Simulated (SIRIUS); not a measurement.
Zn:

```xyz
2
Lattice="2.6700 0.0000 0.0000 -1.3350 2.3123 0.0000 0.0000 0.0000 4.9660" Properties=species:S:1:pos:R:3 pbc="T T T"
Zn    1.3350    0.7708    3.7245
Zn    0.0000    1.5415    1.2415
```

Base run:

```yaml
Program: SIRIUS 7.10.0
Functional: PW91
Potentials_or_basis: PseudoDojo 0.4.1 PBE standard (scalar relativistic)
Cutoff: 1152 eV
Density_cutoff: 4606 eV
k_mesh: 8 × 8 × 4
Occupations: fermi-dirac, width 0.05 eV
Spin: no spin polarisation
```

Its results: band gap on the k mesh none (metal or under the smearing width); pressure -0.9 GPa.

Question: The run is repeated on the same cell with these changes: functional from PW91 to KT2; libxc names from ["XC_GGA_X_PW91", "XC_GGA_C_PW91"] to ["XC_GGA_XC_KT2"]. What comes out?

Answer: Band gap on the k mesh none (metal or under the smearing width); pressure -5.2 GPa.

Caveats: the potentials were made for another functional, which shifts forces and pressure.

Not every run made on this cell is shown here.
